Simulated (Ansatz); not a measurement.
An elastic constant from a strain scan in Rh

Level of theory: DFT PBE, scalar-relativistic, plane waves, PAW in Ansatz. Settings: plane waves to 420 eV, k-mesh 26×26×26 (Γ-centred), Gaussian smearing 0.15 eV. No spin polarisation. Energies are free energies at this smearing, counted from the undisturbed cell; pressure is positive in compression.

Reference structure (relaxed at this level; with this scan's settings it stands at 0.1 GPa):

```yaml
crystal:
  lattice:
    - [0.00000, 1.91497, 1.91497]
    - [1.91497, 0.00000, 1.91497]
    - [1.91497, 1.91497, 0.00000]
  atoms:
    - { symbol: Rh, position: [0.00000, 0.00000, 0.00000] }
```

The cell is strained by ε times the Voigt pattern (1, 0, 0, 0, 0, 0) (xx, yy, zz, yz, xz, xy; engineering shear) with fractional coordinates fixed. The cell holds 1 atom in V0 = 14.04 Å³. The stress column is τ = (1/V0) dE/dε, got from the stress tensor σ (compression positive) at each point as −det(1 + εP) σ : P(1 + εP)⁻¹, with P the pattern as a tensor.

| ε | ΔE (meV/atom) | τ (GPa) |
| --- | --- | --- |
| -0.1000 | 222.832 | -55.749 |
| -0.0750 | 119.371 | -38.993 |
| -0.0500 | 50.519 | -24.163 |
| -0.0250 | 12.084 | -11.223 |
| 0.0000 | 0.000 | -0.097 |
| 0.0250 | 10.444 | 9.359 |
| 0.0500 | 39.881 | 17.255 |
| 0.0750 | 85.027 | 23.716 |
| 0.0875 | 112.542 | 26.451 |
| 0.1000 | ? | ? |

**Question.** Which combination of elastic constants does this scan measure, and how large is it?

**Answer.** For small ε, τ = τ0 + Kε with K = pᵀCp, which for this pattern is C11 in the cubic axes. The parabola through τ at ε = -0.0250, 0 and 0.0250 has slope K = 412 GPa at zero. The energies per cell, E = NΔE, of the same two points give K = 2[E(ε₊)/ε₊ − E(ε₋)/ε₋]/[(ε₊ − ε₋)V0] = 411 GPa, in agreement.

**Question.** Predict the withheld row at ε = 0.1000 from the harmonic law, and compare.

**Answer.** ΔE = V0(τ0 ε + Kε²/2)/N = 179.572 meV/atom and τ = 41.07 GPa. The calculation gives 142.880 meV/atom and 28.87 GPa: the energy lies 20 % below the harmonic value, as bonds soften when stretched.

In a metal these slopes depend on the k mesh and the smearing.